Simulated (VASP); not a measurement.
RbBr: single point with PBE

Crystal: RbBr.

```
CELL_PARAMETERS angstrom
0.00000 3.40450 3.40450
3.40450 0.00000 3.40450
3.40450 3.40450 0.00000
ATOMIC_POSITIONS crystal
Rb 0.00000 0.00000 0.00000
Br 0.50000 0.50000 0.50000
```

The cell isn't the ideal one: volume scaled by 0.98.

- Program: VASP 6.6.1
- Task: single point
- Functional: PBE
- Potentials or basis: VASP PAW PBE potentials, release 64 (Rb_sv, Br)
- Cutoff: 520 eV
- k mesh: 6 × 6 × 6
- Occupations: fermi-dirac, width 0.02 eV
- Spin: no spin polarisation

```
Pressure               : 1.4 GPa
Band gap on the k mesh : 4.41 eV, direct
```

Levels at points of the mesh, in eV from the valence-band top:
| k point | band 6 | band 7 | band 8 | band 9 | band 10 | band 11 |
| --- | --- | --- | --- | --- | --- | --- |
| (0.00, 0.00, 0.00) | 0.00 | 0.00 | 0.00 | 4.41 | 7.28 | 7.28 |
| (0.50, 0.00, 0.00) | -1.02 | -0.37 | -0.37 | 6.86 | 7.79 | 9.55 |
| (0.50, 0.50, 0.00) | -0.48 | -0.16 | -0.16 | 5.59 | 7.21 | 9.24 |

It took 12 s on 1 thread of Intel(R) Xeon(R) 6975P-C (Granite Rapids), with other jobs on the host, peak memory 0.2 GiB.
